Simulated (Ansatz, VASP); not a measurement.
**One calculation of Sr, two programs**

```
Sr
1.0
     4.22202    0.00000    0.00000
    -2.11101    3.65637    0.00000
     0.00000    0.00000    6.90608
Sr
2
Direct
  0.33333 0.66667 0.25000
  0.66667 0.33333 0.75000
```

Change from the starting cell: volume scaled by 0.94, crystal datasets.

Alike in both runs: task electric field gradients; functional LDA; k mesh 10 × 10 × 5; occupations fermi-dirac, width 0.08 eV; no spin polarisation.

```csv
,VASP,Ansatz
version,VASP 6.6.1,Ansatz 0.2.0
potentials or method,"VASP PAW LDA potentials, release 64 (Sr_sv), cutoff 520 eV","all-electron PAW with datasets made for the crystal, scalar-relativistic"
```

```csv
,VASP,Ansatz,Ansatz less VASP
pressure (GPa),-1.0,-1.0,+0.01
Vzz of the field gradient on the site that differs most (V/Å²),-2.3,-2.5,-0.21
```

Ansatz ran all-electron here, so the differences hold the error of VASP's frozen core and of both bases. Ansatz warned: «gradients_without_spin_orbit».
